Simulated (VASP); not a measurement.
Crystal: Al2O3.

```xyz
10
Lattice="2.4025 1.3871 4.3721 -2.4025 1.3871 4.3721 0.0000 -2.7742 4.3721" Properties=species:S:1:pos:R:3 pbc="T T T"
Al    0.0000    0.0000    8.4981
Al    0.0000    0.0000   11.1763
Al    0.0000    0.0000    1.9399
Al    0.0000    0.0000    4.6182
O     0.9315   -1.3871    5.4651
O     1.6670    0.1131    7.6511
O    -1.6670   -0.1131    5.4651
O     0.7355    1.5002    5.4651
O    -0.7355   -1.5002    7.6511
O    -0.9315    1.3871    7.6511
```

The cell is a database's computed one.

| Quantity | Value |
| --- | --- |
| Program | VASP 6.6.1 |
| Task | relaxation of cell and atoms |
| Functional | PBEsol |
| Potentials or basis | VASP PAW PBE potentials, release 64 (Al, O) |
| Cutoff | 600 eV |
| k mesh | 6 × 6 × 6 |
| Occupations | gaussian, width 0.02 eV |
| Spin | no spin polarisation |

At the start: pressure -5.1 GPa; volume 8.74 Å³/atom.

Problem. How do energy, volume and symmetry change on relaxing?

Solution. Over 7 steps the energy falls by 3.1 meV/atom and the volume is 8.56 Å³/atom (-2.1 %); space group R-3c (No. 167, to 0.05 Å).

The path:
| step | energy change (eV) | largest force (eV/Å) | pressure (GPa) | volume (Å³) |
| --- | --- | --- | --- | --- |
| 1 | 0.0000 | 0.0561 | -5.10 | 87.42 |
| 2 | -0.0075 | 0.0502 | 4.78 | 83.94 |
| 3 | -0.0309 | 0.0095 | 0.00 | 85.53 |
| 4 | -0.0309 | 0.0094 | 0.10 | 85.50 |
| 5 | -0.0310 | 0.0068 | 0.10 | 85.49 |
| 6 | -0.0310 | 0.0058 | 0.10 | 85.49 |
| 7 | -0.0311 | 0.0025 | -0.09 | 85.55 |

Final structure:
```
Al O
1.0
     2.38647    1.37783    4.33643
    -2.38647    1.37783    4.33643
     0.00000   -2.75566    4.33643
Al O
4 6
Direct
  0.64794 0.64794 0.64794
  0.85206 0.85206 0.85206
  0.14794 0.14794 0.14794
  0.35206 0.35206 0.35206
  0.44418 0.05582 0.75000
  0.94418 0.25000 0.55582
  0.05582 0.75000 0.44418
  0.75000 0.44418 0.05582
  0.25000 0.55582 0.94418
  0.55582 0.94418 0.25000
```

Caveat: the PAW data sets were made with another functional, which shifts forces and pressure a little.
